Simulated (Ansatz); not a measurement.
# AlP: the cost of one run

Method: DFT PBE, scalar-relativistic, plane waves, PAW, in Ansatz 0.2.0.

## (1) The system as given

It takes space group F-43m (No. 216, cubic). The conventional cell has a = 5.507 Å, b = 5.507 Å, c = 5.507 Å, α = 90.00°, β = 90.00°, γ = 90.00°. Around Al (site symmetry -43m) lie 4 P at 2.38 Å. P (site symmetry -43m) has 4 Al at 2.38 Å as nearest neighbours.

Coordinates:

```
CELL_PARAMETERS angstrom
0.00000 2.75340 2.75340
2.75340 0.00000 2.75340
2.75340 2.75340 0.00000
ATOMIC_POSITIONS crystal
Al 0.00000 0.00000 0.00000
P 0.25000 0.25000 0.25000
```

It is the end of an earlier relaxation with the same method, from a generated guess; it is a trial structure. At a tolerance of 0.02 Å it has space group F-43m (No. 216); it has 20.87 Å³/atom, an uncorrected energy of -0.63 eV/atom over the elements.

## (2) Electronic structure at the relaxed geometry

File input.yaml:

```yaml
crystal:
  lattice:
    - [0.0, 2.7534005778, 2.7534005778]
    - [2.7534005778, 0.0, 2.7534005778]
    - [2.7534005778, 2.7534005778, 0.0]
  atoms:
    - { symbol: Al, position: [0.0, 0.0, 0.0] }
    - { symbol: P, position: [0.25, 0.25, 0.25] }
basis:
  ecutwfc: 420
kpoints:
  mp_grid: { grid: [8, 8, 8] }
  band_path:
    path:
      - [[0.0, 0.0, 0.0], [-0.5, -0.5, 0.0], [-0.375, -0.375, 0.25]]
      - [[-0.375, 0.0, 0.375], [0.0, 0.0, 0.0], [0.0, 0.0, 0.5], [-0.5, -0.25, 0.25], [-0.5, -0.5, 0.0]]
    npoints: 14
hamiltonian:
  xc: pbe
scf:
  occupations: { method: gaussian, width: 0.02 }
  n_extra_bands: 6
output:
  forces: true
  stress: true
  eigenvalues: true
  populations: true
  dos: { projected: true, de: 0.02, nscf_kmesh: { grid: [12, 12, 12] } }
  bader: true
  write_density: true
  write_potential: true
  elf: true
  volumetric_format: npy
```

Started as:

```
> ansatz run input.yaml --threads 1 --pin off --max-ram 2560MiB --backend cpu --events-out ev --progress --plain --runs-dir out
```

**Question.** How long does this run take on 1 thread of Intel Xeon at 2.70GHz, shared host, and how much memory does it need?

About 32 s, with a peak of 0.32 GiB.
